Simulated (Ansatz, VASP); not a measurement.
## SiGe in VASP and in Ansatz

```
CELL_PARAMETERS angstrom
3.97007 0.00000 0.00000
-1.98504 3.43818 0.00000
0.00000 0.00000 6.56096
ATOMIC_POSITIONS crystal
Si 0.66667 0.33333 0.87450
Si 0.33333 0.66667 0.37450
Ge 0.66667 0.33333 0.50050
Ge 0.33333 0.66667 0.00050
```

Alike in both runs: task single point; functional LDA; k mesh 12 × 12 × 6; occupations gaussian, width 0.03 eV; no spin polarisation.

```csv
,VASP,Ansatz
version,VASP 6.6.1,Ansatz 0.2.0
potentials or method,"VASP PAW LDA potentials, release 64 (Si, Ge_d)","scalar-relativistic, plane waves, PAW"
plane-wave cutoff (eV),520,420
valence electrons in the cell,36,36
```

|  | VASP | Ansatz | Ansatz less VASP |
| --- | --- | --- | --- |
| gap on the k mesh at the Fermi level (eV) | 0.23 | 0.22 | -0.012 |
| least direct gap on the mesh (eV) | 0.23 | 0.22 | -0.012 |
| pressure (GPa) | -5.4 | -5.5 | -0.07 |
| rms of the force components (eV/Å) | 0.016 | 0.017 | +0.0004 |

Atom by atom the forces differ by 0.000 eV/Å (rms over components). Ansatz warned: «pseudo_functional_mismatch».
